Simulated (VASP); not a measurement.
Ba, 1 atom in the cell. The structure is cubic, space group Fm-3m (No. 225). The conventional cell has a = 6.465 Å, b = 6.465 Å, c = 6.465 Å, α = 90.00°, β = 90.00°, γ = 90.00°. This isn't the form of Ba at room conditions, which is bcc.

* Program: VASP 6.6.1
* Task: density of states
* Functional: TB-mBJ
* Potentials or basis: VASP PAW PBE potentials, release 64 (Ba_sv)
* Cutoff: 520 eV
* k mesh: 7 × 7 × 7
* Occupations: tetrahedron
* Spin: no spin polarisation
* Further INCAR settings: ALGO = Normal; EDIFF = 1e-07; NBANDS = 11

Potentials or basis: VASP PAW PBE potentials, release 64 (Ba_sv).

Command:

```console
$ cat potpaw_PBE.64/Ba_sv/POTCAR > POTCAR
$ cp INCAR.step1 INCAR
$ mpirun -np 1 vasp_std > vasp.out
$ cp INCAR.step2 INCAR
$ mpirun -np 1 vasp_std > vasp.out
```

Hardware: 1 thread of AMD EPYC 9R45 96-Core Processor (Zen 5) (shared host).

Task: How long does it take, and how much memory?

Result: Wall time 28 s on 1 thread of AMD EPYC 9R45 96-Core Processor (Zen 5), on a shared host, peak memory 0.18 GiB. Counts: scf iterations 19, k points 20.
